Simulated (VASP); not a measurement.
**VASP inputs for MgO**

INCAR, step 1 (ground state)

```
LCHARG = .FALSE.
ENCUT = 500
EDIFF = 1E-7
NELM = 120
ISMEAR = 0
PREC = Accurate
LASPH = .TRUE.
LREAL = .FALSE.
LWAVE = .TRUE.
SIGMA = 0.01
GGA = PE
```

INCAR, step 2 (empty bands)

```
LOPTICS = .TRUE.
ENCUT = 500
LREAL = .FALSE.
ALGO = Exact
LCHARG = .FALSE.
EDIFF = 1E-7
LASPH = .TRUE.
NBANDS = 63
GGA = PE
ISTART = 1
NELM = 1
PREC = Accurate
SIGMA = 0.01
ISMEAR = 0
LWAVE = .TRUE.
```

INCAR, step 3 (GW)

```
LREAL = .FALSE.
NELMGW = 1
NELM = 120
ENCUTGW = 120
NBANDS = 63
ENCUTGWSOFT = 120
LASPH = .TRUE.
PRECFOCK = Fast
SIGMA = 0.01
EDIFF = 1E-7
ALGO = EVGW0
NBANDSGW = 16
ISMEAR = 0
GGA = PE
PREC = Accurate
ISTART = 1
LCHARG = .FALSE.
LWAVE = .FALSE.
ENCUT = 500
NOMEGA = 64
```

KPOINTS

```
KPOINTS created by Atomic Simulation Environment
0
Gamma
6 6 6
0 0 0
```

POSCAR

```
Mg O
 1.0000000000000000
     0.0000000000000000    2.1050000000000000    2.1050000000000000
     2.1050000000000000    0.0000000000000000    2.1050000000000000
     2.1050000000000000    2.1050000000000000    0.0000000000000000
 Mg  O
   1   1
Cartesian
  0.0000000000000000  0.0000000000000000  0.0000000000000000
  2.1050000000000000  2.1050000000000000  2.1050000000000000
```

VASP ran with the GW set of PAW datasets (16 valence electrons in the cell).

Question: Estimate the main results of this run.

Answer: PBE gap on the mesh 4.75 eV; G₀W₀ gap on the mesh 7.10 eV.
